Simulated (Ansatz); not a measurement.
Here is an Ansatz 0.2.0 calculation.

Contents of input.yaml:

```yaml
crystal:
  lattice:
    - [1.4867, 0.8583466452, 5.7]
    - [-1.4867, 0.8583466452, 5.7]
    - [0.0, -1.7166932904, 5.7]
  atoms:
    - { symbol: Cu, position: [0.0, 0.0, 0.0], spin: 0.6 }
    - { symbol: Cr, position: [0.5, 0.5, 0.5], spin: 3.0 }
    - { symbol: O, position: [0.89208, 0.89208, 0.89208] }
    - { symbol: O, position: [0.10792, 0.10792, 0.10792] }
kpoints:
  mp_grid: { grid: [10, 10, 10] }
  band_path:
    path:
      - [0.0, 0.0, 0.0]
      - [0.5, 0.0, 0.0]
      - [0.5, 0.1817843226, -0.1817843226]
    npoints: 6
scf:
  occupations: { method: fermi_dirac, width: 0.05 }
hamiltonian:
  xc: pbesol
  pseudopotentials:
    kind: all_electron
    lapw: { basis_error: 0.002 }
    relativity: none
magnetization:
  spin_polarized: true
output:
  forces: true
  stress: true
  eigenvalues: true
```

Potentials or basis: all-electron LAPW, non-relativistic.

Run with:

```bash
$ ansatz run input.yaml --threads 4 --pin off --max-ram 12288MiB --backend cpu --events-out ev --progress --plain --runs-dir out
```

Q: What does it give for the pressure?

A: -1.8 GPa.

Q: Estimate the net moment.

A: 3.00 μB per cell.

Q: Predict the site moments.

A: Cu +0.02; Cr +2.59; O +0.00 μB.

Forces in eV/Å, atoms in the order of the input:
```
Cu   0.000  0.000  0.000
Cr   0.000  0.000  0.000
O    0.000  0.000 -0.180
O    0.000  0.000  0.180
```

Caveat: only a ferromagnetic start was run, and an antiferromagnetic order may lie lower in energy.
